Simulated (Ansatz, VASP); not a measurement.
**MoS2 in VASP and in Ansatz**

```
CELL_PARAMETERS angstrom
3.18413 0.00000 0.00000
-1.59206 2.75753 0.00000
0.00000 0.00000 17.33460
ATOMIC_POSITIONS crystal
Mo 0.00000 0.00000 0.00000
S 0.33333 0.66667 0.91051
S 0.33333 0.66667 0.08949
```

Alike in both runs: task single point; functional LDA; k mesh 10 × 10 × 2; occupations fermi-dirac, width 0.05 eV; no spin polarisation.

|  | VASP | Ansatz |
| --- | --- | --- |
| version | VASP 6.6.1 | Ansatz 0.2.0 |
| potentials or method | VASP PAW LDA potentials, release 64 (Mo_sv, S) | Ansatz PAW |
| plane-wave cutoff (eV) | 520 | 420 |
| valence electrons in the cell | 26 | 26 |

|  | VASP | Ansatz | Ansatz less VASP |
| --- | --- | --- | --- |
| gap on the k mesh at the Fermi level (eV) | 1.74 | 1.73 | -0.011 |
| least direct gap on the mesh (eV) | 1.93 | 1.92 | -0.006 |
| rms of the force components (eV/Å) | 0.178 | 0.186 | +0.0082 |

Atom by atom the forces differ by 0.008 eV/Å (rms over components).

Caveats: the PAW data sets come from PBE, with cores solved anew for the run's functional, which leaves a small shift of forces and pressure (Ansatz). A hybrid or GW would open this gap; LDA tends to underestimate it.
